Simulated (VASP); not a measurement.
# As (Pm-3m) in VASP: notebook

One crystal, As, is run at these levels: HSE(alpha, omega); tasks: single point.

Program: VASP 6.6.1. These are calculated values, not measurements. Logs are shortened: lines on timing, memory, paths and dates and some standing lists are left out, and cuts for length are marked.

## (1) The structure

It takes space group Pm-3m (No. 221, cubic). The conventional cell has a = 2.704 Å, b = 2.704 Å, c = 2.704 Å, α = 90.00°, β = 90.00°, γ = 90.00°. As (site symmetry m-3m) is surrounded by 6 As at 2.70 Å.

This isn't the form of As at room conditions, which is rhombohedral.

## (2) Single point, HSE(alpha, omega)

Contents of POSCAR:

```
As
1.0
    2.7036817444      0.0000000000      0.0000000000
    0.0000000000      2.7036817444      0.0000000000
    0.0000000000      0.0000000000      2.7036817444
As
1
Direct
    0.5000000000      0.5000000000      0.5000000000
```

Contents of INCAR.step1:

```
SYSTEM = As
PREC = Accurate
ENCUT = 520
EDIFF = 1E-5
ISMEAR = -1
SIGMA = 0.05
LREAL = .False.
LASPH = .True.
NELM = 80
ALGO = Normal
ISIF = 2
LWAVE = .True.
LCHARG = .False.
GGA = PE
```

Contents of INCAR.step2:

```
SYSTEM = As
PREC = Accurate
ENCUT = 520
EDIFF = 1E-6
ISMEAR = -1
SIGMA = 0.05
LREAL = .False.
LASPH = .True.
NELM = 80
ALGO = Normal
ISIF = 2
LWAVE = .False.
LCHARG = .False.
GGA = PE
LHFCALC = .True.
HFSCREEN = 0.2
AEXX = 0.15
PRECFOCK = Fast
ISTART = 1
```

Contents of KPOINTS:

```
Automatic mesh
0
Gamma
  5 5 5
  0 0 0
```

Potentials or basis: VASP PAW PBE potentials, release 64 (As).

The run is started by

```
> cat potpaw_PBE.64/As/POTCAR > POTCAR
> cp INCAR.step1 INCAR
> mpirun -np 1 vasp_std > vasp.out
> cp INCAR.step2 INCAR
> mpirun -np 1 vasp_std > vasp.out
```

OUTCAR:

```text
SYSTEM = As
   PREC = Accurate
   ENCUT = 520
   EDIFF = 1E-6
   ISMEAR = -1
   LREAL = .False.
   LASPH = .True.
   NELM = 80
   ISIF = 2
   GGA = PE
   LHFCALC = .True.
   HFSCREEN = 0.2
   AEXX = 0.15
   PRECFOCK = Fast
   ISTART = 1

 ion  position               nearest neighbor table
   1  0.500  0.500  0.500-

  LATTYP: Found a simple cubic cell.
 ALAT       =     2.7036817444

  Lattice vectors:

 A1 = (   2.7036817444,   0.0000000000,   0.0000000000)
 A2 = (   0.0000000000,   2.7036817444,   0.0000000000)
 A3 = (   0.0000000000,   0.0000000000,   2.7036817444)

Analysis of symmetry for initial positions (statically):
=====================================================================
 Subroutine PRICEL returns:
 Original cell was already a primitive cell.

 Routine SETGRP: Setting up the symmetry group for a
 simple cubic supercell.

 Subroutine GETGRP returns: Found 48 space group operations
 (whereof 48 operations were pure point group operations)
 out of a pool of 48 trial point group operations.

The static configuration has the point symmetry O_h .

Analysis of symmetry for dynamics (positions and initial velocities):
=====================================================================
 Subroutine PRICEL returns:
 Original cell was already a primitive cell.

 Routine SETGRP: Setting up the symmetry group for a
 simple cubic supercell.

 Subroutine GETGRP returns: Found 48 space group operations
 (whereof 48 operations were pure point group operations)
 out of a pool of 48 trial point group operations.

The dynamic configuration has the point symmetry O_h .

 Subroutine INISYM returns: Found 48 space group operations
 (whereof 48 operations are pure point group operations),
 and found     1 'primitive' translations

----------------------------------------------------------------------------------------

                                     Primitive cell

  volume of cell :      19.7636

  direct lattice vectors                    reciprocal lattice vectors
     2.703681744  0.000000000  0.000000000     0.369866018  0.000000000  0.000000000
     0.000000000  2.703681744  0.000000000     0.000000000  0.369866018  0.000000000
     0.000000000  0.000000000  2.703681744     0.000000000  0.000000000  0.369866018

  length of vectors
     2.703681744  2.703681744  2.703681744     0.369866018  0.369866018  0.369866018

  position of ions in fractional coordinates (direct lattice)
     0.500000000  0.500000000  0.500000000

  ion indices of the primitive-cell ions
   primitive index   ion index
                 1           1

----------------------------------------------------------------------------------------

 KPOINTS: Automatic mesh

Automatic generation of k-mesh.
 Grid dimensions read from file:
 generate k-points for:    5    5    5

 Generating k-lattice:

  Cartesian coordinates                     Fractional coordinates (reciprocal lattice)
     0.073973204  0.000000000  0.000000000     0.200000000  0.000000000  0.000000000
     0.000000000  0.073973204  0.000000000     0.000000000  0.200000000  0.000000000
     0.000000000  0.000000000  0.073973204     0.000000000  0.000000000  0.200000000

  Length of vectors
     0.073973204  0.073973204  0.073973204

  Shift w.r.t. Gamma in fractional coordinates (k-lattice)
     0.000000000  0.000000000  0.000000000

 Subroutine IBZKPT returns following result:
 ===========================================

 Found     10 irreducible k-points:

 Following reciprocal coordinates:
            Coordinates               Weight
  0.000000  0.000000  0.000000      1.000000
  0.200000  0.000000  0.000000      6.000000
  0.400000  0.000000  0.000000      6.000000
  0.200000  0.200000  0.000000     12.000000
  0.400000  0.200000  0.000000     24.000000
  0.400000  0.400000  0.000000     12.000000
  0.200000  0.200000  0.200000      8.000000
  0.400000  0.200000  0.200000     24.000000
  0.400000  0.400000  0.200000     24.000000
  0.400000  0.400000  0.400000      8.000000
   k-points           NKPTS =     10   k-points in BZ     NKDIM =    125   number of bands    NBANDS=      6
   number of dos      NEDOS =    301   number of ions     NIONS =      1
   total plane-waves  NPLWV =   8000
   dimension x,y,z NGX =    20 NGY =   20 NGZ =   20
   dimension x,y,z NGXF=    40 NGYF=   40 NGZF=   40
   ions per type =               1
   NGX,Y,Z   is equivalent  to a cutoff of  12.30, 12.30, 12.30 a.u.
   NGXF,Y,Z  is equivalent  to a cutoff of  24.60, 24.60, 24.60 a.u.
 SYSTEM =  As
   PREC   = accura    normal or accurate (medium, high low for compatibility)
   ISTART =      1    job   : 0-new  1-cont  2-samecut
   ICHARG =      0    charge: 1-file 2-atom 10-const
   ISPIN  =      1    spin polarized calculation?
   LNONCOLLINEAR =      F non collinear calculations
   LSORBIT =      F    spin-orbit coupling
   LASPH  =      T    aspherical Exc in radial PAW
   ENCUT  =  520.0 eV  38.22 Ry    6.18 a.u.   5.03  5.03  5.03*2*pi/ulx,y,z
   NELM   =     80;   NELMIN=  2; NELMDL=  0     # of ELM steps
   EDIFF  = 0.1E-05   stopping-criterion for ELM
   LREAL  =      F    real-space projection
   EDIFFG = 0.1E-04   stopping-criterion for IOM
   NSW    =      0    number of steps for IOM
   IBRION =     -1    ionic relax: 0-MD 1-quasi-New 2-CG
   NFREE  =      0    steps in history (QN), initial steepest desc. (CG)
   ISIF   =      2    stress and relaxation
   ISYM   =      3    0-nonsym 1-usesym 2-fastsym
   POTIM  = 0.5000    time-step for ionic-motion
   TEBEG  =    0.0;   TEEND  =   0.0 temperature during run
   PSTRESS=    0.0 pullay stress
   NELECT =       5.0000    total number of electrons
   NUPDOWN=      -1.0000    fix difference up-down
   EMIN   =  10.00;   EMAX   =-10.00  energy-range for DOS
   EFERMI =   0.00;   METHOD = LEGACY
   ISMEAR =    -1;   SIGMA  =   0.05  broadening in eV -4-tet -1-fermi 0-gaus
   EFERMI_NEDOS =   21; number of points for ismear=-14 and -15
   IALGO  =     38    algorithm
   IMIX   =      1    mixing-type and parameters
     AMIX     =   0.40;   BMIX     =  1.00
     AMIX_MAG =   1.60;   BMIX_MAG =  1.00
  volume/ion in A,a.u.               =      19.76       133.37
  Fermi-wavevector in a.u.,A,eV,Ry     =   1.035403  1.956627 14.586243  1.072059
  Thomas-Fermi vector in A             =   2.169744
   LORBIT       =      0    0 simple, 1 ext, 2 COOP (PROOUT), +10 PAW based schemes
   GGA     = PE    functional components
   LHFCALC =     T    Hartree Fock is set to
   PRECFOCK=fast      Normal, Fast or Accurate (Low or Medium for compatibility)
   ENCUT4O =  -1.0   cutoff for four orbital integrals eV
   NKREDX  =     1    reduce k-point grid by
   NKREDY  =     1    reduce k-point grid by
   NKREDZ  =     1    reduce k-point grid by
   AEXX    =    0.1500 exact exchange contribution
   HFSCREEN=    0.2000 screening length (either q_TF or 0.3 A-1)
   HFSCREENC=   0.2000 screening length for correlation (either q_TF or 0.3 A-1)
   ENCUTFOCK=  -1.0 apply spherical cutoff to Coloumb kernel
   IVDW    =     0    specifies the selected vdW correction
   LEPSILON=     F    determine dielectric tensor
   LRPA    =     F    only Hartree local field effects (RPA)
 non-spin polarized calculation
  energy-cutoff  :      520.00
  volume of cell :       19.76
 maximum number of plane-waves:       540
  NGX = 12; NGY = 12; NGZ = 12

 number of electron       5.0000001 magnetization

 Free energy of the ion-electron system (eV)
  ---------------------------------------------------
  ext. energy  EPLUGINS =         0.00000000
  ---------------------------------------------------
  free energy    TOTEN  =        -4.95434827 eV

  energy without entropy =       -4.94115919  energy(sigma->0) =       -4.94775373

 E-fermi :   5.9451     XC(G=0):  -9.3693

 val. band max:        5.9230231602   @ k =   0.2000   0.2000   0.2000
 cond. band min:       7.0619565611   @ k =   0.2000   0.2000   0.2000
 fundamental gap:      1.1389334008
 Fermi energy:         5.9451411668

 k-point     1 :       0.0000    0.0000    0.0000
  band No.  band energies     occupation
      1     -10.2057      2.00000
      2      10.3163      0.00000
      3      10.3163      0.00000
      4      10.3163      0.00000
      5      14.6570      0.00000
      6      14.6570      0.00000

 k-point     2 :       0.2000    0.0000    0.0000
  band No.  band energies     occupation
      1      -9.4337      2.00000
      2       4.7749      2.00000
      3      10.9940      0.00000
      4      10.9940      0.00000
      5      15.3392      0.00000
      6      16.8432      0.00000

 k-point     3 :       0.4000    0.0000    0.0000
  band No.  band energies     occupation
      1      -7.4512      2.00000
      2      -0.6244      2.00000
      3      12.4673      0.00000
      4      12.4673      0.00000
      5      17.0047      0.00000
      6      19.1617      0.00000

 k-point     4 :       0.2000    0.2000    0.0000
  band No.  band energies     occupation
      1      -8.6606      2.00000
      2       5.2106      2.00000
      3       5.8716      1.62648
      4      11.6616      0.00000
      5      16.7380      0.00000
      6      19.6614      0.00000

 k-point     5 :       0.4000    0.2000    0.0000
  band No.  band energies     occupation
      1      -6.6694      2.00000
      2       0.1164      2.00000
      3       7.3204      0.00000
      4      13.1057      0.00000
      5      15.0189      0.00000
      6      19.0413      0.00000

 k-point     6 :       0.4000    0.4000    0.0000
  band No.  band energies     occupation
      1      -4.6223      2.00000
      2       1.6652      2.00000
      3       2.0901      2.00000
      4      10.2066      0.00000
      5      14.4726      0.00000
      6      21.1916      0.00000

 k-point     7 :       0.2000    0.2000    0.2000
  band No.  band energies     occupation
      1      -7.8869      2.00000
      2       5.9230      1.21764
      3       5.9230      1.21764
      4       7.0620      0.00000
      5      19.3050      0.00000
      6      21.0035      0.00000

 k-point     8 :       0.4000    0.2000    0.2000
  band No.  band energies     occupation
      1      -5.8884      2.00000
      2       0.8464      2.00000
      3       7.5136      0.00000
      4       8.6199      0.00000
      5      15.2955      0.00000
      6      16.4253      0.00000

 k-point     9 :       0.4000    0.4000    0.2000
  band No.  band energies     occupation
      1      -3.8369      2.00000
      2       2.3549      2.00000
      3       2.7940      2.00000
      4       9.7588      0.00000
      5      10.9827      0.00000
      6      17.5844      0.00000

 k-point    10 :       0.4000    0.4000    0.4000
  band No.  band energies     occupation
      1      -1.7282      2.00000
      2       3.8985      2.00000
      3       3.8985      2.00000
      4       4.9702      2.00000
      5      12.4425      0.00000
      6      13.2491      0.00000

------------------------ aborting loop because EDIFF is reached ----------------------------------------

  FORCE on cell =-STRESS in cart. coord.  units (eV):
  Direction    XX          YY          ZZ          XY          YZ          ZX
  --------------------------------------------------------------------------------------
  -------------------------------------------------------------------------------------
  Total        0.0871901      0.0871901      0.0871901     -0.0000000     -0.0000000     -0.0000000
  in kB        7.0682369      7.0682369      7.0682369     -0.0000000     -0.0000000     -0.0000000
  external PRESSURE =       7.0682369 kB  Pullay stress =       0.0000000 kB

 VOLUME and BASIS-vectors are now :
 -----------------------------------------------------------------------------
  energy-cutoff  :      520.00
  volume of cell :       19.76
      direct lattice vectors                 reciprocal lattice vectors
     2.703681744  0.000000000  0.000000000     0.369866018  0.000000000  0.000000000
     0.000000000  2.703681744  0.000000000     0.000000000  0.369866018  0.000000000
     0.000000000  0.000000000  2.703681744     0.000000000  0.000000000  0.369866018

 POSITION                                       TOTAL-FORCE (eV/Angst)
 -----------------------------------------------------------------------------------
      1.35184      1.35184      1.35184         0.000000      0.000000      0.000000
 -----------------------------------------------------------------------------------
    total drift:                                0.000031     -0.000023     -0.000018

  FREE ENERGIE OF THE ION-ELECTRON SYSTEM (eV)
  ---------------------------------------------------
  free  energy   TOTEN  =        -4.9543482717 eV

  energy  without entropy=       -4.9411591860  energy(sigma->0) =       -4.94775373
```

Run time: 11 s. Hardware: 1 thread of Intel Xeon 6975P-C (Granite Rapids), shared host; peak memory 0.22 GiB.

Results:

* Free energy: -4.9543 eV
* Pressure: 0.7 GPa
* Band gap on the k mesh: none (metal or under the smearing width)

Caveat: the k mesh is coarse (spacing up to 0.46 Å⁻¹), so the values aren't converged, least of all with exact exchange; the PAW data sets were made with another functional, which shifts forces and pressure a little.

## (3) Single point, HSE(alpha, omega)

POSCAR is that of step 2.

INCAR.step1 is that of step 2.

INCAR.step2, as its differences from that of step 2:

```diff
@@ -16,3 +16,3 @@
 HFSCREEN = 0.2
-AEXX = 0.15
+AEXX = 0.2
 PRECFOCK = Fast
```

KPOINTS is that of step 2.

Potentials or basis: VASP PAW PBE potentials, release 64 (As).

The run is started by

```
> cat potpaw_PBE.64/As/POTCAR > POTCAR
> cp INCAR.step1 INCAR
> mpirun -np 1 vasp_std > vasp.out
> cp INCAR.step2 INCAR
> mpirun -np 1 vasp_std > vasp.out
```

Run time: 13 s. Hardware: 1 thread of Intel Xeon 6975P-C (Granite Rapids), shared host; peak memory 0.21 GiB.

Results (log left out):

```yaml
Free_energy: -5.1328 eV
Pressure: -0.2 GPa
Band_gap_on_the_k_mesh: none (metal or under the smearing width)
```

Levels at points of the mesh, in eV from the Fermi level:
```csv
k point,band 1,band 2,band 3,band 4,band 5,band 6
"(0.00, 0.00, 0.00)",-16.51,4.48,4.48,4.48,8.81,8.81
```

Caveat: the k mesh is coarse (spacing up to 0.46 Å⁻¹), so the values aren't converged, least of all with exact exchange; the PAW data sets were made with another functional, which shifts forces and pressure a little.

(Continued in part 2 of 2.)
